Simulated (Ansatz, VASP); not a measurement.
## Mg: VASP and Ansatz over several settings

```
Mg
1.0
     3.20930    0.00000    0.00000
    -1.60465    2.77934    0.00000
     0.00000    0.00000    5.21030
Mg
2
Direct
  0.66667 0.33333 0.75000
  0.33333 0.66667 0.25000
```

Single points on this cell with VASP 6.6.1 and Ansatz 0.2.0. Each row is one pair of runs. Alike in all rows: spin: off; k mesh: 10 × 10 × 5.

```csv
level,smearing,"VASP's potentials, cutoff","Ansatz's potentials, cutoff","gap on the k mesh at the Fermi level (eV), VASP","gap on the k mesh at the Fermi level (eV), Ansatz","pressure (GPa), VASP","pressure (GPa), Ansatz","largest component of the traceless stress (GPa), VASP","largest component of the traceless stress (GPa), Ansatz"
PBE,"fermi-dirac, width 0.05 eV","VASP PAW PBE potentials, release 64 (Mg), 520 eV","Ansatz PAW, 420 eV",none,none,-0.5,-0.4,0.78,0.78
PBE,"fermi-dirac, width 0.05 eV","VASP PAW PBE potentials, release 64 (Mg), 520 eV","JTH PAW, 900 eV",none,none,-0.5,-0.3,0.78,0.78
PBE,"fermi-dirac, width 0.05 eV","VASP PAW PBE potentials, release 64 (Mg), 520 eV","SPMS NC, 762 eV",none,none,-0.5,-0.4,0.78,0.78
PBE,"fermi-dirac, width 0.05 eV","VASP PAW PBE potentials, release 64 (Mg), 520 eV","Ansatz PAW earlier set, 620 eV",none,none,-0.5,-0.4,0.78,0.78
PBE,"gaussian, width 0.02 eV","VASP PAW PBE potentials, release 64 (Mg), 500 eV","Ansatz PAW, 420 eV",none,none,-0.6,-0.4,0.48,0.47
PBEsol,"gaussian, width 0.1 eV","VASP PAW PBE potentials, release 54 (Mg), 520 eV","Ansatz PAW, 420 eV",none,none,-1.1,-1.0,0.77,0.78
PBE,"gaussian, width 0.027 eV","VASP PAW PBE potentials, release 64 (Mg), 520 eV","Ansatz PAW, 420 eV",none,none,-0.6,-0.4,0.48,0.47
PBE,"gaussian, width 0.012 eV","VASP PAW PBE potentials, release 64 (Mg), 520 eV","Ansatz PAW, 420 eV",none,none,-0.6,-0.5,0.52,0.50
```

Pressure (GPa): the two programs differ by at most 0.16; largest component of the traceless stress (GPa): the two programs differ by at most 0.016.

A gap of «none» marks a metal or a gap that the smearing closes.

Caveats: the PAW data sets were made with another functional, which shifts forces and pressure a little (VASP); the PAW data sets come from PBE, with cores solved anew for the run's functional, which leaves a small shift of forces and pressure (Ansatz).
